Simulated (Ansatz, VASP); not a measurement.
## P: VASP beside Ansatz

```xyz
4
Lattice="1.6762 -5.0391 0.0000 1.6762 5.0391 0.0000 0.0000 0.0000 4.0387" Properties=species:S:1:pos:R:3 pbc="T T T"
P     1.6762    3.9551    3.7654
P     1.6762   -1.0839    2.2927
P     1.6762   -3.9551    0.2733
P     1.6762    1.0839    1.7460
```

Alike in both runs: task single point; functional LDA; k mesh 9 × 9 × 7; occupations fermi-dirac, width 0.05 eV; no spin polarisation.

```csv
,VASP,Ansatz
version,VASP 6.6.1,Ansatz 0.2.0
potentials or method,"VASP PAW LDA potentials, release 64 (P)","plane waves (420 eV) with PAW, scalar-relativistic"
plane-wave cutoff (eV),520,420
valence electrons in the cell,20,20
```

Ansatz gave:

```
pressure (GPa)                                  : -0.1
largest component of the traceless stress (GPa) : 0.93
```

What did VASP give for the same quantities?

Pressure (GPa): -0.4; largest component of the traceless stress (GPa): 0.92.

Ansatz warned: «pseudo_functional_mismatch».
